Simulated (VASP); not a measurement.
# Al2O3 (R-3c) in VASP: notebook, part 3 of 3

VASP 6.6.1. The steps go on from the part before.

## Step 6: Relaxation of cell and atoms, PBE

INCAR

```
PREC     = Accurate       # precision mode
ENCUT    = 600            # plane-wave cutoff, eV
EDIFF    = 1E-6           # SCF threshold, eV
ISMEAR   = 0              # smearing method
SIGMA    = 0.03           # smearing width, eV
LREAL    = F              # projectors in reciprocal space
LASPH    = T              # aspherical terms in the spheres
NELM     = 80             # most SCF steps
ALGO     = Normal         # electronic algorithm
ISIF     = 3              # what is computed and relaxed
LWAVE    = F              # write WAVECAR
LCHARG   = F              # write CHGCAR
GGA      = PE             # functional
IBRION   = 2              # ionic algorithm
NSW      = 90             # ionic steps
EDIFFG   = -0.01          # ionic threshold
KPAR     = 2
```

KPOINTS

```
Automatic mesh
0
Gamma
  9 9 7
```

POSCAR

```
Al2O3
1.0
    2.3802500000      1.3742379800      4.3318666700
   -2.3802500000      1.3742379800      4.3318666700
    0.0000000000     -2.7484759600      4.3318666700
Al O
4 6
Direct
    0.3521600000      0.3521600000      0.3521600000
    0.1478400000      0.1478400000      0.1478400000
    0.6478400000      0.6478400000      0.6478400000
    0.8521600000      0.8521600000      0.8521600000
    0.5566800000      0.9433200000      0.2500000000
    0.2500000000      0.5566800000      0.9433200000
    0.9433200000      0.2500000000      0.5566800000
    0.4433200000      0.0566800000      0.7500000000
    0.7500000000      0.4433200000      0.0566800000
    0.0566800000      0.7500000000      0.4433200000
```

Potentials or basis: VASP PAW PBE potentials, release 64 (Al, O).

Run with:

```bash
cat potpaw_PBE.64/Al/POTCAR potpaw_PBE.64/O/POTCAR > POTCAR
mpirun -np 2 vasp_std > vasp.out
```

OUTCAR:

```text
PREC = Accurate
   ENCUT = 600
   EDIFF = 1E-6
   ISMEAR = 0
   LREAL = F
   LASPH = T
   NELM = 80
   ISIF = 3
   GGA = PE
   IBRION = 2
   NSW = 90
   EDIFFG = -0.01

 ion  position               nearest neighbor table
   1  0.352  0.352  0.352-  10 1.85   8 1.85   9 1.85   5 1.97   7 1.97   6 1.97   2 2.66   3 2.79
                             3 2.79   3 2.79   2 3.22   2 3.22   2 3.22
   2  0.148  0.148  0.148-   9 1.85   8 1.85  10 1.85   5 1.97   7 1.97   6 1.97   1 2.66   4 2.79
                             4 2.79   4 2.79   1 3.22   1 3.22   1 3.22
   3  0.648  0.648  0.648-   7 1.85   5 1.85   6 1.85   8 1.97   9 1.97  10 1.97   4 2.66   1 2.79
                             1 2.79   1 2.79   4 3.22   4 3.22   4 3.22
   4  0.852  0.852  0.852-   6 1.85   5 1.85   7 1.85   8 1.97   9 1.97  10 1.97   3 2.66   2 2.79
                             2 2.79   2 2.79   3 3.22   3 3.22   3 3.22
   5  0.557  0.943  0.250-   3 1.85   4 1.85   1 1.97   2 1.97
   6  0.250  0.557  0.943-   4 1.85   3 1.85   1 1.97   2 1.97
   7  0.943  0.250  0.557-   3 1.85   4 1.85   1 1.97   2 1.97
   8  0.443  0.057  0.750-   1 1.85   2 1.85   3 1.97   4 1.97
   9  0.750  0.443  0.057-   2 1.85   1 1.85   3 1.97   4 1.97
  10  0.057  0.750  0.443-   1 1.85   2 1.85   3 1.97   4 1.97

  LATTYP: Found a trigonal (rhomboedric) cell.
 ALAT       =     5.1302230882
 COS(alpha) =     0.5694707701

  Lattice vectors:

 A1 = (   2.3802500000,   1.3742379800,   4.3318666700)
 A2 = (  -2.3802500000,   1.3742379800,   4.3318666700)
 A3 = (   0.0000000000,  -2.7484759600,   4.3318666700)

Analysis of symmetry for initial positions (statically):
=====================================================================
 Subroutine PRICEL returns:
 Original cell was already a primitive cell.

 Routine SETGRP: Setting up the symmetry group for a
 trigonal (rhombohedral) supercell.

 Subroutine GETGRP returns: Found 12 space group operations
 (whereof  6 operations were pure point group operations)
 out of a pool of 12 trial point group operations.

The static configuration has the point symmetry S_6 .
 The point group associated with its full space group is D_3d.

Analysis of symmetry for dynamics (positions and initial velocities):
=====================================================================
 Subroutine PRICEL returns:
 Original cell was already a primitive cell.

 Routine SETGRP: Setting up the symmetry group for a
 trigonal (rhombohedral) supercell.

 Subroutine GETGRP returns: Found 12 space group operations
 (whereof  6 operations were pure point group operations)
 out of a pool of 12 trial point group operations.

The dynamic configuration has the point symmetry S_6 .
 The point group associated with its full space group is D_3d.

 Subroutine INISYM returns: Found 12 space group operations
 (whereof  6 operations are pure point group operations),
 and found     1 'primitive' translations

----------------------------------------------------------------------------------------

                                     Primitive cell

  volume of cell :      85.0180

  direct lattice vectors                    reciprocal lattice vectors
[... 107 lines left out ...]
   k-points           NKPTS =    160   k-points in BZ     NKDIM =    160   number of bands    NBANDS=     30
   number of dos      NEDOS =    301   number of ions     NIONS =     10
   total plane-waves  NPLWV =  74088
   dimension x,y,z NGX =    42 NGY =   42 NGZ =   42
   dimension x,y,z NGXF=    84 NGYF=   84 NGZF=   84
   ions per type =               4   6
   NGX,Y,Z   is equivalent  to a cutoff of  13.61, 13.61, 13.61 a.u.
   NGXF,Y,Z  is equivalent  to a cutoff of  27.22, 27.22, 27.22 a.u.
 SYSTEM =  unknown system
   PREC   = accura    normal or accurate (medium, high low for compatibility)
   ISTART =      0    job   : 0-new  1-cont  2-samecut
   ICHARG =      2    charge: 1-file 2-atom 10-const
   ISPIN  =      1    spin polarized calculation?
   LNONCOLLINEAR =      F non collinear calculations
   LSORBIT =      F    spin-orbit coupling
   LASPH  =      T    aspherical Exc in radial PAW
   ENCUT  =  600.0 eV  44.10 Ry    6.64 a.u.  10.25 10.25 10.25*2*pi/ulx,y,z
   NELM   =     80;   NELMIN=  2; NELMDL= -5     # of ELM steps
   EDIFF  = 0.1E-05   stopping-criterion for ELM
   LREAL  =      F    real-space projection
   EDIFFG = -.1E-01   stopping-criterion for IOM
   NSW    =     90    number of steps for IOM
   IBRION =      2    ionic relax: 0-MD 1-quasi-New 2-CG
   NFREE  =      1    steps in history (QN), initial steepest desc. (CG)
   ISIF   =      3    stress and relaxation
   ISYM   =      2    0-nonsym 1-usesym 2-fastsym
   POTIM  = 0.5000    time-step for ionic-motion
   TEBEG  =    0.0;   TEEND  =   0.0 temperature during run
   PSTRESS=    0.0 pullay stress
   NELECT =      48.0000    total number of electrons
   NUPDOWN=      -1.0000    fix difference up-down
   EMIN   =  10.00;   EMAX   =-10.00  energy-range for DOS
   EFERMI =   0.00;   METHOD = LEGACY
   ISMEAR =     0;   SIGMA  =   0.03  broadening in eV -4-tet -1-fermi 0-gaus
   EFERMI_NEDOS =   21; number of points for ismear=-14 and -15
   IALGO  =     38    algorithm
   IMIX   =      4    mixing-type and parameters
     AMIX     =   0.40;   BMIX     =  1.00
     AMIX_MAG =   1.60;   BMIX_MAG =  1.00
  volume/ion in A,a.u.               =       8.50        57.37
  Fermi-wavevector in a.u.,A,eV,Ry     =   1.353064  2.556920 24.909299  1.830782
  Thomas-Fermi vector in A             =   2.480350
   LORBIT       =      0    0 simple, 1 ext, 2 COOP (PROOUT), +10 PAW based schemes
   GGA     = PE    functional components
   LHFCALC =     F    Hartree Fock is set to
   AEXX    =    0.0000 exact exchange contribution
   IVDW    =     0    specifies the selected vdW correction
   LEPSILON=     F    determine dielectric tensor
   LRPA    =     F    only Hartree local field effects (RPA)
 conjugate gradient relaxation of ions
 non-spin polarized calculation
 Gauss-broadening in eV      SIGMA  =   0.03
  energy-cutoff  :      600.00
  volume of cell :       85.02
 maximum number of plane-waves:      2861
 NGX is ok and might be reduce to    42
   NGX = 21   NGY = 21   NGZ = 21

--------------------------------------- Ionic step        1  -------------------------------------------

 number of electron      48.0000003 magnetization

 Free energy of the ion-electron system (eV)
  ---------------------------------------------------
  ext. energy  EPLUGINS =         0.00000000
  ---------------------------------------------------
  free energy    TOTEN  =       -74.77327075 eV

  energy without entropy =      -74.77327075  energy(sigma->0) =      -74.77327075

------------------------ aborting loop because EDIFF is reached ----------------------------------------

  FORCE on cell =-STRESS in cart. coord.  units (eV):
  Direction    XX          YY          ZZ          XY          YZ          ZX
  --------------------------------------------------------------------------------------
  -------------------------------------------------------------------------------------
  Total        3.7485671      3.7485671      3.4128937      0.0000000     -0.0000000      0.0000000
  in kB       70.6423302     70.6423304     64.3165133      0.0000000     -0.0000000      0.0000000
  external PRESSURE =      68.5337246 kB  Pullay stress =       0.0000000 kB
[... 163 lines left out ...]
--------------------------------------- Ionic step        5  -------------------------------------------

 number of electron      47.9999999 magnetization

 Free energy of the ion-electron system (eV)
  ---------------------------------------------------
  ext. energy  EPLUGINS =         0.00000000
  ---------------------------------------------------
  free energy    TOTEN  =       -74.82398845 eV

  energy without entropy =      -74.82398845  energy(sigma->0) =      -74.82398845

 E-fermi :   5.9623     XC(G=0): -11.5493

 val. band max:        5.8235449754   @ k =   0.0000   0.0000   0.0000
 cond. band min:      11.7008661804   @ k =   0.0000   0.0000   0.0000
 fundamental gap:      5.8773212050
 Fermi energy:         5.9622798655

 k-point     1 :       0.0000    0.0000    0.0000
  band No.  band energies     occupation
      1     -13.2066      2.00000
      2     -10.9778      2.00000
      3     -10.7135      2.00000
      4     -10.7135      2.00000
      5     -10.4064      2.00000
      6     -10.4064      2.00000
[... 781 lines left out ...]
     29      16.6993      0.00000
     30      16.7989      0.00000

 [... further k-points ...]

------------------------ aborting loop because EDIFF is reached ----------------------------------------

  FORCE on cell =-STRESS in cart. coord.  units (eV):
  Direction    XX          YY          ZZ          XY          YZ          ZX
  --------------------------------------------------------------------------------------
  -------------------------------------------------------------------------------------
  Total        0.0746350      0.0746350      0.0340565      0.0000000      0.0000000      0.0000000
  in kB        1.3682163      1.3682163      0.6243277      0.0000000      0.0000000      0.0000000
  external PRESSURE =       1.1202534 kB  Pullay stress =       0.0000000 kB
[... 25 lines left out ...]
  FREE ENERGIE OF THE ION-ELECTRON SYSTEM (eV)
  ---------------------------------------------------
  free  energy   TOTEN  =       -74.8239884506 eV

  energy  without entropy=      -74.8239884506  energy(sigma->0) =      -74.82398845

 reached required accuracy - stopping structural energy minimisation
```

Wall time 8.1 min (2 MPI ranks of AMD EPYC 9R45 (Zen 5), shared host); peak memory 0.49 GiB.

What came out:

```yaml
Free_energy: -74.8240 eV
Relaxed_volume: 8.74 Å³/atom
Relaxed_cell: a = 5.177 Å, b = 5.177 Å, c = 5.177 Å, α = 55.30°, β = 55.30°, γ = 55.30°
Space_group_after_relaxing_to_0.05_Å: R-3c (No. 167)
Energy_gained_by_relaxing: 5.1 meV/atom
Ionic_steps: 5
Pressure_after_relaxing: 0.1 GPa
Largest_force_after_relaxing: 0.003 eV/Å
Band_gap_on_the_k_mesh: 5.88 eV, direct
```

Forces on the atoms (eV/Å):
```
Al   0.000  0.000  0.003
Al   0.000  0.000 -0.003
Al   0.000  0.000 -0.003
Al   0.000  0.000  0.003
O   -0.002  0.000  0.000
O    0.001 -0.002  0.000
O    0.001  0.002  0.000
O    0.002  0.000  0.000
O   -0.001  0.002  0.000
O   -0.001 -0.002  0.000
```

Step by step:
```tsv
step	energy change (eV)	largest force (eV/Å)	pressure (GPa)	volume (Å³)
1	0.0000	0.0276	6.85	85.02
2	-0.0141	0.0476	-5.32	89.57
3	-0.0505	0.0372	-0.02	87.44
4	-0.0505	0.0370	0.11	87.39
5	-0.0507	0.0032	0.11	87.40
```

Final structure:
```cif
data_structure
_symmetry_space_group_name_H-M 'P 1'
_symmetry_Int_Tables_number 1
_cell_length_a 5.1772
_cell_length_b 5.1772
_cell_length_c 5.1772
_cell_angle_alpha 55.296
_cell_angle_beta 55.296
_cell_angle_gamma 55.296
_cell_volume 87.40
loop_
_atom_site_label
_atom_site_type_symbol
_atom_site_fract_x
_atom_site_fract_y
_atom_site_fract_z
_atom_site_occupancy
Al1 Al 0.35214 0.35214 0.35214 1
Al2 Al 0.14786 0.14786 0.14786 1
Al3 Al 0.64786 0.64786 0.64786 1
Al4 Al 0.85214 0.85214 0.85214 1
O1 O 0.55620 0.94380 0.25000 1
O2 O 0.25000 0.55620 0.94380 1
O3 O 0.94380 0.25000 0.55620 1
O4 O 0.44380 0.05620 0.75000 1
O5 O 0.75000 0.44380 0.05620 1
O6 O 0.05620 0.75000 0.44380 1
```

Caveat: an odd mesh through Γ misses points on the zone boundary, where band edges often lie.

## Step 7: The runs side by side

| level | gap on the mesh (eV) | pressure (GPa) | relaxed volume (Å³/atom) |
| --- | --- | --- | --- |
| RPBE | 5.74 | 0.0 | 8.91 |
| rev-vdW-DF2 | 6.09 | -0.1 | 8.64 |
| PBE | 5.88 | 0.1 | 8.74 |

Alike in all rows: task relaxation of cell and atoms; potentials or basis VASP PAW PBE potentials, release 64 (Al, O); no spin polarisation; cell relaxed; k mesh 9 × 9 × 7; cutoff (eV) 600; smearing gaussian 0.03 eV.

Caveats: an odd mesh through Γ misses points on the zone boundary, where band edges often lie; the PAW data sets were made with another functional, which shifts forces and pressure a little (some runs).

Total energies depend on the potentials used, so only differences within one code and one set of settings carry meaning.
